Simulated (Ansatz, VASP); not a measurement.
## Two plane-wave programs on Cu

Contents of INCAR:

```
ALGO = Fast ; EDIFF = 1E-6
ENCUT = 520 ; GGA = PE
ISIF = 2 ; ISMEAR = 0
LASPH = T ; LCHARG = F
LREAL = F ; LWAVE = F
NBANDS = 18 ; NELM = 80
PREC = Accurate ; SIGMA = 0.15
```

The input KPOINTS:

```
k-points
0
Gamma
  21 21 10
```

The input POSCAR:

```
Cu
1.0
    2.5672412656      0.0000000000      0.0000000000
   -1.2836206328      2.2232961536      0.0000000000
    0.0000000000      0.0000000000      4.1920560930
Cu
2
Direct
    0.3333333333      0.6666666667      0.2324668377
    0.6666666667      0.3333333333      0.7675331623
```

Input for Ansatz:

```yaml
crystal:
  lattice:
    - [2.5672412656, 0.0, 0.0]
    - [-1.2836206328, 2.2232961536, 0.0]
    - [0.0, 0.0, 4.192056093]
  atoms:
    - { symbol: Cu, position: [0.3333333333, 0.6666666667, 0.2324668377] }
    - { symbol: Cu, position: [0.6666666667, 0.3333333333, 0.7675331623] }
basis:
  ecutwfc: 520.0
kpoints:
  mp_grid: { grid: [21, 21, 10] }
hamiltonian:
  xc: pbe
  pseudopotentials: { kind: paw, azcp: { folder: soft_1 } }
scf:
  occupations: { method: gaussian, width: 0.15 }
output:
  forces: true
  stress: true
  eigenvalues: true
```

Change from the starting cell: mode 5 frozen in at +0.000 Å and mode 6 at -0.073 Å (largest displacements).

Alike in both runs: task single point; functional PBE; k mesh 21 × 21 × 10; occupations gaussian, width 0.15 eV; no spin polarisation.

```csv
,VASP,Ansatz
version,VASP 6.6.1,Ansatz 0.2.0
potentials or method,"VASP PAW PBE potentials, release 64 (Cu)","scalar-relativistic, plane waves, PAW"
plane-wave cutoff (eV),520,520
valence electrons in the cell,22,38
```

VASP gave:

| Property | Result |
| --- | --- |
| gap on the k mesh at the Fermi level (eV) | none |
| pressure (GPa) | 2.5 |
| largest component of the traceless stress (GPa) | 2.08 |
| rms of the force components (eV/Å) | 0.614 |

Problem. What did Ansatz give for the same quantities?

Solution. gap on the k mesh at the Fermi level (eV): none; pressure (GPa): 2.0; largest component of the traceless stress (GPa): 2.14; rms of the force components (eV/Å): 0.610.

Atom by atom the forces differ by 0.004 eV/Å (rms over components). A gap of «none» marks a metal or a gap that the smearing closes. The two sets of potentials don't hold the same shells in valence.

Caveats: forces of over 1 eV/Å show positions far from the minimum, so gaps and moduli don't describe the material at rest.
